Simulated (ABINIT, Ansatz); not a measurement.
# KF (Carobbiite): zone-centre phonons

Which modes does KF (Carobbiite) have at the zone centre?

Calculated with ABINIT 10.8.3; DFT LDA, scalar-relativistic, plane waves, PseudoDojo norm-conserving pseudopotentials.

## Step 1: Set-up

Symmetry: Fm-3m, No. 225, cubic system. The conventional cell has a = 5.159 Å, b = 5.159 Å, c = 5.159 Å, α = 90.00°, β = 90.00°, γ = 90.00°. Nearest to K lie 6 F at 2.58 Å. Nearest to F lie 6 K at 2.58 Å. Farther neighbours and most contacts between anions are not listed.

## Step 2: Relaxing the cell and atoms

The harmonic expansion starts where the forces on the atoms vanish, and stress shifts the frequencies, so cell and atoms are relaxed with tight thresholds.

The starting cell comes from a relaxation made beforehand in Ansatz (LDA, PseudoDojo NC).

Contents of relax.abi:

```
# relaxation
ionmov 2
optcell 2
ecutsm 0.5
dilatmx 1.08
ntime 40
tolmxf 1.0d-05
tolvrs 1.0d-14
prtwf 0
prtden 0
chksymtnons 0

# basis, mesh and filling
ecut 34.0
ngkpt 6 6 6
nshiftk 1
shiftk 0.0 0.0 0.0
istwfk *1
occopt 1
nband 8
nstep 100
diemac 9.0
prtebands 0
prtgsr 0

# cell and atoms
acell 6.893553525 6.893553525 6.893553525
rprim 
    -0.7071067812 0.0 0.7071067812
    0.0 0.7071067812 0.7071067812
    -0.7071067812 0.7071067812 0.0
ntypat 2
znucl 19 9
natom 2
typat 1 2
xred 
    0.0 0.0 0.0
    0.5 0.5 0.5
pp_dirpath "./pseudo"
pseudos "K.upf, F.upf"
```

Started as:

```sh
$ OMP_NUM_THREADS=1 mpirun -n 2 abinit relax.abi > relax.log
```

Numbers of over 12 decimals in the logs are rounded to 6 here.

relax.abo, the main output file:

```text
[banners, grids, parts of the stress and lines that vanish by symmetry left out]
- input  file    -> relax.abi
- output file    -> relax.abo
- root for input  files -> relaxi
[...]
Symmetries : space group Fm -3 m (#225); Bravais cF (face-center cubic)
[...]
mpw =        2788          nfft =       64000          nkpt =          16
[...]
== DATASET  1 ==================================================================
[...]
cutoff_energies: {ecut:  34.0, pawecutdg:  -1.0, }
[...]
ETOT  1  -54.522866790859    -5.452E+01 2.411E-01 2.930E+02
 ETOT  2  -54.559348390166    -3.648E-02 7.920E-05 1.998E+02
 ETOT  3  -54.609611585006    -5.026E-02 5.776E-04 2.700E+01
 ETOT  4  -54.615014837747    -5.403E-03 4.985E-05 3.356E-01
 ETOT  5  -54.615090225359    -7.539E-05 2.523E-07 3.450E-02
[...]
At SCF step   13       vres2   =  5.94E-15 < tolvrs=  1.00E-14 =>converged.
[...]
sigma(1 1)= -8.21555377E-07  sigma(3 2)=  0.00000000E+00
  sigma(2 2)= -8.21555377E-07  sigma(3 1)=  0.00000000E+00
  sigma(3 3)= -8.21555377E-07  sigma(2 1)=  0.00000000E+00
[...]
convergence: {deltae:  1.876E-12, res2:  5.940E-15, residm:  4.824E-19, diffor: null, }
etotal    :  -5.46150972E+01
[...]
ETOT  1  -54.615097157781    -5.462E+01 8.877E-10 4.670E-04
[...]
At SCF step    9       vres2   =  5.72E-17 < tolvrs=  1.00E-14 =>converged.
[...]
sigma(1 1)= -7.47571303E-07  sigma(3 2)=  0.00000000E+00
  sigma(2 2)= -7.47571303E-07  sigma(3 1)=  0.00000000E+00
  sigma(3 3)= -7.47571303E-07  sigma(2 1)=  0.00000000E+00
[...]
convergence: {deltae:  3.133E-12, res2:  5.717E-17, residm:  1.915E-20, diffor: null, }
etotal    :  -5.46150973E+01
[...]
ETOT  1  -54.615087071859    -5.462E+01 2.201E-08 4.787E-02
[...]
At SCF step    9       vres2   =  4.71E-15 < tolvrs=  1.00E-14 =>converged.
[...]
sigma(1 1)=  2.10850292E-07  sigma(3 2)=  0.00000000E+00
  sigma(2 2)=  2.10850292E-07  sigma(3 1)=  0.00000000E+00
  sigma(3 3)=  2.10850292E-07  sigma(2 1)=  0.00000000E+00
[...]
convergence: {deltae:  2.352E-12, res2:  4.706E-15, residm:  3.000E-18, diffor: null, }
etotal    :  -5.46150973E+01
[...]
ETOT  1  -54.615096815831    -5.462E+01 9.821E-05 2.313E-03
[...]
ETOT  8  -54.615097310131    -2.274E-13 1.202E-17 7.889E-14
 ETOT  9  -54.615097310135    -3.226E-12 1.117E-19 2.811E-16
 At SCF step    9       vres2   =  2.81E-16 < tolvrs=  1.00E-14 =>converged.
[...]
sigma(1 1)=  6.46490170E-11  sigma(3 2)=  0.00000000E+00
  sigma(2 2)=  6.46490162E-11  sigma(3 1)=  0.00000000E+00
  sigma(3 3)=  6.46490153E-11  sigma(2 1)=  0.00000000E+00
[...]
convergence: {deltae: -3.226E-12, res2:  2.811E-16, residm:  1.117E-19, diffor: null, }
etotal    :  -5.46150973E+01
[...]
At Broyd/MD step   4, gradients are converged :
[...]
sigma(1 1)=  6.46490170E-11  sigma(3 2)=  0.00000000E+00
  sigma(2 2)=  6.46490162E-11  sigma(3 1)=  0.00000000E+00
  sigma(3 3)=  6.46490153E-11  sigma(2 1)=  0.00000000E+00
[...]
- sigma(1 1)=  1.90203975E-06  sigma(3 2)=  0.00000000E+00
- sigma(2 2)=  1.90203972E-06  sigma(3 1)=  0.00000000E+00
- sigma(3 3)=  1.90203970E-06  sigma(2 1)=  0.00000000E+00
[...]
fcart     -0.0000000000E+00 -0.0000000000E+00 -0.0000000000E+00
           strten      6.4649017043E-11  6.4649016175E-11  6.4649015308E-11
================================================================================

[key lines of the parts left out:]
pressure_GPa:  -1.9020E-06
Total energy (etotal) [Ha]= -5.46150973101347E+01
```

Wall time 24 s (2 MPI ranks of Arm Neoverse V2, shared host); 47 s of CPU time.

Little changed from the start: no atom moved by 0.005 Å and no cell edge by 0.1 %.

This step gave:

```
volume per atom : 17.17 Å³
pressure        : -1.90e-6 GPa
```

## Step 3: Self-consistent run for the response

First-order wavefunctions inherit every error of the ground state, hence the very tight tolvrs. The mesh is shifted off Γ, since shifted meshes converge sums over the zone faster.

Contents of gs.abi:

```
# ground state
tolvrs 1.0d-16
prtden 1
prtwf 1

# basis, mesh and filling
ecut 34.0
ngkpt 6 6 6
nshiftk 4
shiftk 
    0.5 0.5 0.5
    0.5 0.0 0.0
    0.0 0.5 0.0
    0.0 0.0 0.5
istwfk *1
occopt 1
nband 8
nstep 100
diemac 9.0
prtebands 0
prtgsr 0

# cell and atoms
acell 6.895063404 6.895063404 6.895063404
rprim 
    -0.7071067812 0.0 0.7071067812
    0.0 0.7071067812 0.7071067812
    -0.7071067812 0.7071067812 0.0
ntypat 2
znucl 19 9
natom 2
typat 1 2
xred 
    0.0 0.0 0.0
    0.5 0.5 0.5
pp_dirpath "./pseudo"
pseudos "K.upf, F.upf"
```

Started as:

```sh
$ OMP_NUM_THREADS=1 mpirun -n 2 abinit gs.abi > gs.log
```

gs.abo, the main output file:

```text
[banners, grids, parts of the stress and lines that vanish by symmetry left out]
- input  file    -> gs.abi
- output file    -> gs.abo
- root for input  files -> gsi
[...]
Symmetries : space group Fm -3 m (#225); Bravais cF (face-center cubic)
[...]
mpw =        2206          nfft =       64000          nkpt =          28
[...]
== DATASET  1 ==================================================================
[...]
cutoff_energies: {ecut:  34.0, pawecutdg:  -1.0, }
[...]
ETOT  1  -54.484049907574    -5.448E+01 3.302E-01 1.617E+02
 ETOT  2  -54.608219866810    -1.242E-01 1.886E-04 1.863E+01
 ETOT  3  -54.610589365266    -2.369E-03 1.226E-04 2.282E+01
 ETOT  4  -54.613459685967    -2.870E-03 8.867E-05 9.115E+00
 ETOT  5  -54.615222192575    -1.763E-03 1.460E-05 1.874E-01
[...]
ETOT 15  -54.615257190984     5.400E-13 5.004E-20 8.652E-16
 ETOT 16  -54.615257190985    -1.030E-12 3.086E-21 7.220E-17
 At SCF step   16       vres2   =  7.22E-17 < tolvrs=  1.00E-16 =>converged.
[...]
sigma(1 1)=  6.36233418E-05  sigma(3 2)=  0.00000000E+00
  sigma(2 2)=  6.36233418E-05  sigma(3 1)=  0.00000000E+00
  sigma(3 3)=  6.36233418E-05  sigma(2 1)=  0.00000000E+00
[...]
convergence: {deltae: -1.030E-12, res2:  7.220E-17, residm:  3.086E-21, diffor: null, }
etotal    :  -5.46152572E+01
[...]
sigma(1 1)=  6.36233418E-05  sigma(3 2)=  0.00000000E+00
  sigma(2 2)=  6.36233418E-05  sigma(3 1)=  0.00000000E+00
  sigma(3 3)=  6.36233418E-05  sigma(2 1)=  0.00000000E+00
[...]
- sigma(1 1)=  1.87186334E+00  sigma(3 2)=  0.00000000E+00
- sigma(2 2)=  1.87186334E+00  sigma(3 1)=  0.00000000E+00
- sigma(3 3)=  1.87186334E+00  sigma(2 1)=  0.00000000E+00
[...]
fcart     -0.0000000000E+00 -0.0000000000E+00 -0.0000000000E+00
           strten      6.3623341793E-05  6.3623341793E-05  6.3623341793E-05
================================================================================

[key lines of the parts left out:]
pressure_GPa:  -1.8719E+00
```

Run time: 14 s. Hardware: 2 MPI ranks; 29 s of CPU time.

This step gave:

```
pressure : -1.872 GPa
```

The cell stands at -1.9 GPa: the relaxation ran with a smoothed cutoff and on another k mesh.

## Step 4: The gap at rest

Empty bands on the ground state's density check that the gap assumed so far is there in this cell.

Contents of gap.abi:

```
# empty bands on the ground state's density
iscf -2
getden_filepath "gso_DEN"
tolwfr 1.0d-12
nbdbuf 2
prtwf 0

# basis, mesh and filling
ecut 34.0
ngkpt 8 8 8
nshiftk 1
shiftk 0.0 0.0 0.0
istwfk *1
occopt 1
nband 12
nstep 100
diemac 9.0
prtebands 0
prtgsr 0

# cell and atoms
acell 6.895063404 6.895063404 6.895063404
rprim 
    -0.7071067812 0.0 0.7071067812
    0.0 0.7071067812 0.7071067812
    -0.7071067812 0.7071067812 0.0
ntypat 2
znucl 19 9
natom 2
typat 1 2
xred 
    0.0 0.0 0.0
    0.5 0.5 0.5
pp_dirpath "./pseudo"
pseudos "K.upf, F.upf"
```

Started as:

```sh
$ OMP_NUM_THREADS=1 mpirun -n 2 abinit gap.abi > gap.log
```

gap.abo, the main output file:

```text
[banners, grids, parts of the stress and lines that vanish by symmetry left out]
- input  file    -> gap.abi
- output file    -> gap.abo
- root for input  files -> gapi
[...]
Symmetries : space group Fm -3 m (#225); Bravais cF (face-center cubic)
[...]
mpw =        2209          nfft =       64000          nkpt =          29
[...]
== DATASET  1 ==================================================================
[...]
cutoff_energies: {ecut:  34.0, pawecutdg:  -1.0, }
[...]
-outvars: echo values of variables after computation
            acell      6.8950634040E+00  6.8950634040E+00  6.8950634040E+00 Bohr
================================================================================
```

Wall time 11 s (2 MPI ranks); 22 s of CPU time.

Read from the output:

```
gap on the k-mesh : 6.389 eV
```

In this cell the gap on the mesh is 6.4 eV, direct, so fixed occupations hold.

## Step 5: Linear response at Γ

The derivative of the wavefunctions by k comes first, since the response to a field is built on it; then the field and the displacements that symmetry doesn't supply are solved at q = 0. By the 2n+1 theorem the first-order wavefunctions also give third derivatives: Raman tensors and the non-linear susceptibility.

It reads the wavefunctions written in step 3.

Contents of dfpt_gamma.abi:

```
ndtset 3

# common to the responses
getwfk_filepath "gso_WFK"
kptopt 2
nqpt 1
qpt 0.0 0.0 0.0
asr 0
chneut 0

# d/dk
rfelfd1 2
rfdir1 1 1 1
iscf1 -3
tolwfr1 1.0d-20

# displacements, field
rfphon2 1
rfatpol2 1 2
rfdir2 1 1 1
rfelfd2 3
getddk2 1
tolvrs2 1.0d-10
prepanl2 1
prtden2 1

# third order
optdriver3 5
getden_filepath3 "gso_DEN"
get1den3 2
get1wf3 2
getddk3 1
d3e_pert1_elfd3 1
d3e_pert1_phon3 1
d3e_pert1_atpol3 1 2
d3e_pert1_dir3 1 1 1
d3e_pert2_elfd3 1
d3e_pert2_dir3 1 1 1
d3e_pert3_elfd3 1
d3e_pert3_dir3 1 1 1
usepead3 1
tolvrs3 1.0d-10

# basis, mesh and filling
ecut 34.0
ngkpt 6 6 6
nshiftk 4
shiftk 
    0.5 0.5 0.5
    0.5 0.0 0.0
    0.0 0.5 0.0
    0.0 0.0 0.5
istwfk *1
occopt 1
nband 8
nstep 100
diemac 9.0
prtebands 0
prtgsr 0

# cell and atoms
acell 6.895063404 6.895063404 6.895063404
rprim 
    -0.7071067812 0.0 0.7071067812
    0.0 0.7071067812 0.7071067812
    -0.7071067812 0.7071067812 0.0
ntypat 2
znucl 19 9
natom 2
typat 1 2
xred 
    0.0 0.0 0.0
    0.5 0.5 0.5
pp_dirpath "./pseudo"
pseudos "K.upf, F.upf"
```

Started as:

```sh
$ OMP_NUM_THREADS=1 mpirun -n 2 abinit dfpt_gamma.abi > dfpt_gamma.log
```

dfpt_gamma.abo, the main output file:

```text
[banners, grids, parts of the stress and lines that vanish by symmetry left out]
- input  file    -> dfpt_gamma.abi
- output file    -> dfpt_gamma.abo
- root for input  files -> dfpt_gammai
[...]
DATASET    1 : space group Fm -3 m (#225); Bravais cF (face-center cubic)
[...]
nfft =       64000          nkpt =         432
[...]
DATASET    2 : space group Fm -3 m (#225); Bravais cF (face-center cubic)
[...]
nfft =       64000          nkpt =         432
[...]
DATASET    3 : space group Fm -3 m (#225); Bravais cF (face-center cubic)
[...]
mpw =        2206          nfft =       64000          nkpt =         432
[...]
== DATASET  1 ==================================================================
[...]
cutoff_energies: {ecut:  34.0, pawecutdg:  -1.0, }
[...]
-  9.00000   7.00000  201202                  znucl, zion, pspdat
[...]
Perturbation : derivative vs k along direction   1
[...]
-ETOT  1  -19.163611863419     -1.916E+01 2.139E-01 0.000E+00
 ETOT  2  -19.236679949231     -7.307E-02 1.839E-03 0.000E+00
 ETOT  3  -19.237315144124     -6.352E-04 8.979E-05 0.000E+00
 ETOT  4  -19.237323421683     -8.278E-06 1.299E-06 0.000E+00
 ETOT  5  -19.237323557315     -1.356E-07 6.115E-08 0.000E+00
[...]
At SCF step   14   max residual=  9.99E-21 < tolwfr=  1.00E-20 =>converged.
[...]
Perturbation : derivative vs k along direction   2
[...]
-ETOT  1  -19.163611863094     -1.916E+01 2.139E-01 0.000E+00
[...]
At SCF step   14   max residual=  9.99E-21 < tolwfr=  1.00E-20 =>converged.
[...]
Perturbation : derivative vs k along direction   3
[...]
-ETOT  1  -19.163611862769     -1.916E+01 2.139E-01 0.000E+00
[...]
At SCF step   14   max residual=  9.99E-21 < tolwfr=  1.00E-20 =>converged.
[...]
1        1       0.7306929813    0.0000000000
     1        2      -0.3653464907    0.0000000000
     1        3      -0.3653464907   -0.0000000000
     2        1      -0.3653464907    0.0000000000
     2        2       0.7306929813    0.0000000000
     2        3       0.3653464907    0.0000000000
     3        1      -0.3653464907   -0.0000000000
     3        2       0.3653464907    0.0000000000
     3        3       0.7306929813    0.0000000000
[...]
== DATASET  2 ==================================================================
[...]
cutoff_energies: {ecut:  34.0, pawecutdg:  -1.0, }
[...]
Perturbation : displacement of atom   1   along direction   1
[...]
-ETOT  1   3.055581     -1.524E+03 4.597E+00 2.602E+02
[...]
At SCF step   11       vres2   =  3.75E-12 < tolvrs=  1.00E-10 =>converged.
[...]
Perturbation : displacement of atom   2   along direction   1
[...]
-ETOT  1   4.132057     -4.597E+03 7.019E+00 1.873E+03
[...]
At SCF step   10       vres2   =  5.44E-12 < tolvrs=  1.00E-10 =>converged.
[...]
Perturbation : homogeneous electric field along direction   1
[...]
-ETOT  1  -22.335346612087     -2.234E+01 4.613E-01 7.669E+03
[...]
At SCF step   10       vres2   =  1.59E-12 < tolvrs=  1.00E-10 =>converged.
[...]
Perturbation : homogeneous electric field along direction   2
[...]
-ETOT  1  -22.335346611672     -2.234E+01 4.613E-01 7.669E+03
[...]
At SCF step   10       vres2   =  1.59E-12 < tolvrs=  1.00E-10 =>converged.
[...]
Perturbation : homogeneous electric field along direction   3
[...]
-ETOT  1  -22.335346611256     -2.234E+01 4.613E-01 7.669E+03
[...]
ETOT  8  -25.152890127697     -2.817E-10 2.254E-12 8.759E-09
 ETOT  9  -25.152890127700     -2.423E-12 6.544E-14 4.169E-10
```

Run time: 19 min. Hardware: 2 MPI ranks.

The run was cut off at its time limit.

(Part 1 of 2 ends here.)

[Host names and launcher messages were left out of these logs when they were recorded.]

[Logs are printed without paths, hosts, clocks, repeated set-up lines and the standing remarks that a program may print on its own settings, such as how far it seeks lower states.]

[Hosts, paths, dates, database ids (printed as entryN), source tags and the programs' standing remarks are cut or masked in the printed files.]
